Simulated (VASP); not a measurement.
Input of a VASP 6.6.1 run:

File INCAR:

```
SYSTEM = Al
ALGO     = Normal         ! electronic algorithm
EDIFF    = 1E-7           ! SCF threshold, eV
EDIFFG   = -0.005         ! ionic threshold
ENCUT    = 600            ! plane-wave cutoff, eV
GGA      = PS             ! functional
IBRION   = 2              ! ionic algorithm
ISIF     = 3              ! what is computed and relaxed
ISMEAR   = 1              ! smearing method
LASPH    = .TRUE.         ! aspherical terms in the spheres
LCHARG   = .FALSE.        ! write CHGCAR
LREAL    = .FALSE.        ! projectors in reciprocal space
LWAVE    = .FALSE.        ! write WAVECAR
NELM     = 80             ! most SCF steps
NSW      = 90             ! ionic steps
PREC     = Accurate       ! precision mode
SIGMA    = 0.1            ! smearing width, eV
```

Contents of KPOINTS:

```
k-points
0
G
  16 16 16
  0 0 0
```

The input POSCAR:

```
Al                                      
1.0
   -0.0000000000      2.0078218401      2.0078218401
    2.0078218401     -0.0000000000      2.0078218401
    2.0078218401      2.0078218401     -0.0000000000
  Al            
     1
Direct
     0.0000000000000000    0.0000000000000000    0.0000000000000000
```

Potentials or basis: VASP PAW PBE potentials, release 64 (Al).

Launch:

```console
$ cat potpaw_PBE.64/Al/POTCAR > POTCAR
$ mpirun -np 1 vasp_std > vasp.out
```

(1) Predict the band gap on the k mesh.

Answers

(1) none (metal or under the smearing width).

Caveat: the relaxation stopped at its first step, so nothing moved.
